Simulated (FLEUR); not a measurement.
# LiCl (Fm-3m) in FLEUR: notebook

Runs on LiCl. Level: LDA. Tasks: equation of state.

All numbers are computed with FLEUR MaX-R8.1 (later development tree); they aren't measurements. Logs are shortened: lines on timing, memory, paths and dates and some standing lists are left out, and cuts for length are marked.

## 1. The crystal as given

It takes space group Fm-3m (No. 225, cubic). The conventional cell has a = 5.130 Å, b = 5.130 Å, c = 5.130 Å, α = 90.00°, β = 90.00°, γ = 90.00°. Cl (site symmetry m-3m) is surrounded by 6 Li at 2.56 Å. Li (site symmetry m-3m) is surrounded by 6 Cl at 2.56 Å.

## 2. Equation of state, LDA, 15.86 Å³/atom (volume scaled by 0.94)

Input file inp.xml:

```xml
<?xml version="1.0" encoding="UTF-8" standalone="no"?>
<fleurInput fleurInputVersion="0.39">
   <comment>
      LiCl                                                                                                
   </comment>
   <calculationSetup>
      <cutoffs Kmax="4.21" Gmax="13.0" GmaxXC="13.0" numbands="0"/>
      <scfLoop itmax="60" minDistance="0.00001" maxIterBroyd="15" imix="Anderson" alpha="0.05" precondParam="0.0" spinf="2.0" sdNocoIR="T"/>
      <coreElectrons ctail="T" frcor="F" kcrel="0" coretail_lmax="0"/>
      <xcFunctional name="vwn" relativisticCorrections="F"/>
      <magnetism jspins="1"/>
      <soc l_soc="F" theta="0.0" phi="0.0" spav="F"/>
      <expertModes spex="0" secvar="F"/>
      <geometryOptimization l_f="F" forcealpha="1.0" forcemix="BFGS" epsdisp="0.00001" epsforce="0.00001"/>
      <ldaU l_linMix="F" mixParam="0.05" spinf="1.0"/>
   </calculationSetup>
   <cell>
      <bzIntegration valenceElectrons="10.0" mode="hist" fermiSmearingEnergy="0.00183747">
         <kPointListSelection listName="default-1"/>
         <!-- k-points included here -->
         <xi:include xmlns:xi="http://www.w3.org/2001/XInclude" href="kpts.xml"> </xi:include>
      </bzIntegration>
      <!-- symmetry operations included here -->
      <xi:include xmlns:xi="http://www.w3.org/2001/XInclude" href="sym.xml"> </xi:include>
      <bulkLattice scale="0.9795861087">
         <bravaisMatrix>
            <row-1>    0.0000000000000000     4.8467128725903423     4.8467128725903423</row-1>
            <row-2>    4.8467128725903423     0.0000000000000000     4.8467128725903423</row-2>
            <row-3>    4.8467128725903423     4.8467128725903423     0.0000000000000000</row-3>
         </bravaisMatrix>
      </bulkLattice>
   </cell>
   <atomSpecies>
      <species name="Chlorine (Cl)" element="Cl" atomicNumber="17">
         <mtSphere radius="2.33" gridPoints="793" logIncrement="0.015"/>
         <atomicCutoffs lmax="10" lnonsphr="10"/>
         <electronConfig flipSpins="F">
            <coreConfig>(1s1/2) (2s1/2) (2p1/2) (2p3/2)</coreConfig>
            <valenceConfig>(3s1/2) (3p1/2) (3p3/2)</valenceConfig>
            <stateOccupation state="(3p1/2)" spinUp="0.833333" spinDown="0.833333"/>
            <stateOccupation state="(3p3/2)" spinUp="1.666667" spinDown="1.666667"/>
         </electronConfig>
         <energyParameters s="3" p="3" d="3" f="4"/>
         <lo type="SCLO" l="0" n="3" eDeriv="2"/>
         <lo type="SCLO" l="1" n="3" eDeriv="2"/>
         <lo type="SCLO" l="2" n="3" eDeriv="2"/>
         <lo type="SCLO" l="3" n="4" eDeriv="2"/>
      </species>
      <species name="Lithium (Li)" element="Li" atomicNumber="3">
         <mtSphere radius="2.02" gridPoints="687" logIncrement="0.014"/>
         <atomicCutoffs lmax="8" lnonsphr="8"/>
         <electronConfig flipSpins="F">
            <coreConfig></coreConfig>
            <valenceConfig>(1s1/2) (2s1/2)</valenceConfig>
            <stateOccupation state="(2s1/2)" spinUp="0.500000" spinDown="0.500000"/>
         </electronConfig>
         <energyParameters s="2" p="2" d="3" f="4"/>
         <lo type="SCLO" l="0" n="1" eDeriv="0"/>
         <lo type="SCLO" l="1" n="2" eDeriv="2"/>
         <lo type="SCLO" l="2" n="3" eDeriv="2"/>
      </species>
   </atomSpecies>
   <atomGroups>
      <atomGroup species="Chlorine (Cl)">
         <relPos label="                   1">1.000/2.000 1.000/2.000 1.000/2.000</relPos>
         <force calculate="T" relaxXYZ="TTT"/>
      </atomGroup>
      <atomGroup species="Lithium (Li)">
         <relPos label="                   2">.0000000000 .0000000000 .0000000000</relPos>
         <force calculate="T" relaxXYZ="TTT"/>
      </atomGroup>
   </atomGroups>
   <output dos="F" band="F" slice="F">
      <checks vchk="F" cdinf="F"/>
      <bandDOS minEnergy="-.5*Htr" maxEnergy="0.5*Htr" sigma="0.015" storeEVData="T"/>
      <vacuumDOS vacdos="F" integ="F" star="F" nstars="0" locx1="0.0" locy1="0.0" locx2="0.0" locy2="0.0" nstm="0" tworkf="0.0"/>
      <unfoldingBand unfoldBand="F" supercellX="1" supercellY="1" supercellZ="1"/>
      <plotting iplot="0" polar="F">
         <plot TwoD="T" vec1="  1.0  0.0  0.0" vec2="  0.0  1.0  0.0" vec3="  0.0  0.0  1.0" zero="  0.0  0.0  0.0" file="plot"/>
      </plotting>
      <chargeDensitySlicing numkpt="0" minEigenval="0.0" maxEigenval="0.0" nnne="0" pallst="F"/>
      <specialOutput eonly="F"/>
      <moessbauerParams electricFieldGradient="T" isomerShift="T" coreHyperfine="T" valenceHyperfine="T"/>
      <magneticCircularDichroism mcd="F" energyLo="-10.0" energyUp="0.0"/>
   </output>
  <!-- We include the file relax.xml here to enable relaxations (see documentation) -->
  <xi:include xmlns:xi="http://www.w3.org/2001/XInclude" href="relax.xml"> <xi:fallback/> </xi:include>
</fleurInput>
```

Potentials or basis: all-electron, FLAPW.

The run is started by

```console
$ inpgen -f crystal.txt -profile fastHighL
$ # inp.xml edited to the form shown
$ fleur_MPI
```

Standard output:

```text
Welcome to FLEUR        (www.flapw.de)
      MaX-Release 8.1          (www.max-centre.eu)

 ========== k-point set info ==========
 Selected k-point list: default-1
 k-point list type: mesh
 9 x 9 x 9
 Number of k points: 35

 ------------Calculation Setup---------------------------
 Number of MPI-tasks      :            1
 Number of PE/node        :            1
 Number of OMP-threads    :            1
 Most efficient MPI parallelization for:
           1           5           7          35
 Additional eigenvalue parallelization possible
 Number of basis functions:          339
 Approximate size of matrices (H+S) per k-point:         0.002 GB
 --------------------------------------------------------
Nuclear radius smaller than smallest radial mesh point for atom type 2 -- skipping its core isomer shift
Nuclear radius smaller than smallest radial mesh point for atom type 2 -- skipping its isomer shift
 Iteration:     1   Distance:       3.75016877 me/bohr^3
Nuclear radius smaller than smallest radial mesh point for atom type 2 -- skipping its core isomer shift
Nuclear radius smaller than smallest radial mesh point for atom type 2 -- skipping its isomer shift
 Iteration:     2   Distance:       3.41313836 me/bohr^3
Nuclear radius smaller than smallest radial mesh point for atom type 2 -- skipping its core isomer shift
Nuclear radius smaller than smallest radial mesh point for atom type 2 -- skipping its isomer shift
 Iteration:     3   Distance:       1.41230900 me/bohr^3
Nuclear radius smaller than smallest radial mesh point for atom type 2 -- skipping its core isomer shift
Nuclear radius smaller than smallest radial mesh point for atom type 2 -- skipping its isomer shift
 Iteration:     4   Distance:       0.29416618 me/bohr^3
Nuclear radius smaller than smallest radial mesh point for atom type 2 -- skipping its core isomer shift
Nuclear radius smaller than smallest radial mesh point for atom type 2 -- skipping its isomer shift
 Iteration:     5   Distance:       0.25053625 me/bohr^3
Nuclear radius smaller than smallest radial mesh point for atom type 2 -- skipping its core isomer shift
Nuclear radius smaller than smallest radial mesh point for atom type 2 -- skipping its isomer shift
 Iteration:     6   Distance:       0.01939388 me/bohr^3
Nuclear radius smaller than smallest radial mesh point for atom type 2 -- skipping its core isomer shift
Nuclear radius smaller than smallest radial mesh point for atom type 2 -- skipping its isomer shift
 Iteration:     7   Distance:       0.02450005 me/bohr^3
Nuclear radius smaller than smallest radial mesh point for atom type 2 -- skipping its core isomer shift
Nuclear radius smaller than smallest radial mesh point for atom type 2 -- skipping its isomer shift
 Iteration:     8   Distance:       0.00384177 me/bohr^3
Nuclear radius smaller than smallest radial mesh point for atom type 2 -- skipping its core isomer shift
Nuclear radius smaller than smallest radial mesh point for atom type 2 -- skipping its isomer shift
 Iteration:     9   Distance:       0.00255007 me/bohr^3
Nuclear radius smaller than smallest radial mesh point for atom type 2 -- skipping its core isomer shift
Nuclear radius smaller than smallest radial mesh point for atom type 2 -- skipping its isomer shift
 Iteration:    10   Distance:       0.00029764 me/bohr^3
Nuclear radius smaller than smallest radial mesh point for atom type 2 -- skipping its core isomer shift
Nuclear radius smaller than smallest radial mesh point for atom type 2 -- skipping its isomer shift
 Iteration:    11   Distance:       0.00000500 me/bohr^3

 ********************************************************************
 Run finished successfully
 Stop message:
   all done
 ********************************************************************
```

Wall time 17 s (1 thread of Arm Neoverse V1, shared host); peak memory 0.05 GiB.

Results:

| Property | Result |
| --- | --- |
| Free energy | -12728.3287 eV |
| Band gap on the k mesh | 6.36 eV, direct |
| Valence electrons inside the program's atomic spheres | Cl 6.03; Li 2.22 (radii Cl 2.33, Li 2.02 bohr) |

Caveat: an odd mesh through Γ misses points on the zone boundary, where band edges often lie.

## 3. Equation of state, LDA, 16.20 Å³/atom (volume scaled by 0.96)

Changes to inp.xml since step 2:

```diff
@@ -24,3 +24,3 @@
       <xi:include xmlns:xi="http://www.w3.org/2001/XInclude" href="sym.xml"> </xi:include>
-      <bulkLattice scale="0.9795861087">
+      <bulkLattice scale="0.9864848297">
          <bravaisMatrix>
```

Potentials or basis: all-electron, FLAPW.

The run is started by

```console
$ inpgen -f crystal.txt -profile fastHighL
$ # inp.xml edited to the form shown
$ fleur_MPI
```

It took 18 s on 1 thread of Arm Neoverse V1, shared host; peak memory 0.05 GiB.

Results (log left out):

* Free energy: -12728.3214 eV
* Band gap on the k mesh: 6.23 eV, direct
* Valence electrons inside the program's atomic spheres: Cl 6.03; Li 2.21 (radii Cl 2.33, Li 2.02 bohr)

Caveat: an odd mesh through Γ misses points on the zone boundary, where band edges often lie.

## 4. Equation of state, LDA, 16.87 Å³/atom

Changes to inp.xml since step 3:

```diff
@@ -24,3 +24,3 @@
       <xi:include xmlns:xi="http://www.w3.org/2001/XInclude" href="sym.xml"> </xi:include>
-      <bulkLattice scale="0.9864848297">
+      <bulkLattice scale="1.0000000000">
          <bravaisMatrix>
```

The run is started by

```console
$ inpgen -f crystal.txt -profile fastHighL
$ # inp.xml edited to the form shown
$ fleur_MPI
```

It took 19 s on 1 thread of Arm Neoverse V1, shared host; peak memory 0.05 GiB.

Results (log left out):

```yaml
Free_energy: -12728.2987 eV
Band_gap_on_the_k_mesh: 5.99 eV, direct
Valence_electrons_inside_the_program's_atomic_spheres: Cl 6.01; Li 2.19 (radii Cl 2.33, Li 2.02 bohr)
```

Caveat: an odd mesh through Γ misses points on the zone boundary, where band edges often lie.

## 5. Equation of state, LDA, 17.55 Å³/atom (volume scaled by 1.04)

Changes to inp.xml since step 4:

```diff
@@ -24,3 +24,3 @@
       <xi:include xmlns:xi="http://www.w3.org/2001/XInclude" href="sym.xml"> </xi:include>
-      <bulkLattice scale="1.0000000000">
+      <bulkLattice scale="1.0131594038">
          <bravaisMatrix>
```

The run is started by

```console
$ inpgen -f crystal.txt -profile fastHighL
$ # inp.xml edited to the form shown
$ fleur_MPI
```

It took 20 s on 1 thread of Arm Neoverse V1, shared host; peak memory 0.05 GiB.

The run converged. Its results:

```yaml
Free_energy: -12728.2673 eV
Band_gap_on_the_k_mesh: 5.77 eV, direct
Valence_electrons_inside_the_program's_atomic_spheres: Cl 6.00; Li 2.18 (radii Cl 2.33, Li 2.02 bohr)
```

Caveat: an odd mesh through Γ misses points on the zone boundary, where band edges often lie.

## 6. Equation of state, LDA, 17.88 Å³/atom (volume scaled by 1.06)

Changes to inp.xml since step 5:

```diff
@@ -24,3 +24,3 @@
       <xi:include xmlns:xi="http://www.w3.org/2001/XInclude" href="sym.xml"> </xi:include>
-      <bulkLattice scale="1.0131594038">
+      <bulkLattice scale="1.0196128224">
          <bravaisMatrix>
```

Potentials or basis: all-electron, FLAPW.

The run is started by

```console
$ inpgen -f crystal.txt -profile fastHighL
$ # inp.xml edited to the form shown
$ fleur_MPI
```

Run time: 20 s. Hardware: 1 thread of Arm Neoverse V1, shared host; peak memory 0.05 GiB.

It converged, with:

```
Free energy                                           : -12728.2490 eV
Band gap on the k mesh                                : 5.67 eV, direct
Valence electrons inside the program's atomic spheres : Cl 6.00; Li 2.17 (radii Cl 2.33, Li 2.02 bohr)
```

Caveat: an odd mesh through Γ misses points on the zone boundary, where band edges often lie.

## 7. Equation of state, LDA

Potentials or basis: all-electron, FLAPW.

No new run: the results of the series are fitted here.

What came out:

```
Equilibrium volume : 15.29 Å³/atom (rough: see the caveat)
Bulk modulus       : 41 GPa (rough)
```

Energy against volume, from the lowest point:
| volume (Å³/atom) | energy (meV/atom) |
| --- | --- |
| 15.859 | 0.00 |
| 16.196 | 3.66 |
| 16.871 | 14.97 |
| 17.546 | 30.66 |
| 17.883 | 39.86 |

Caveat: the minimum lies outside the volumes run.
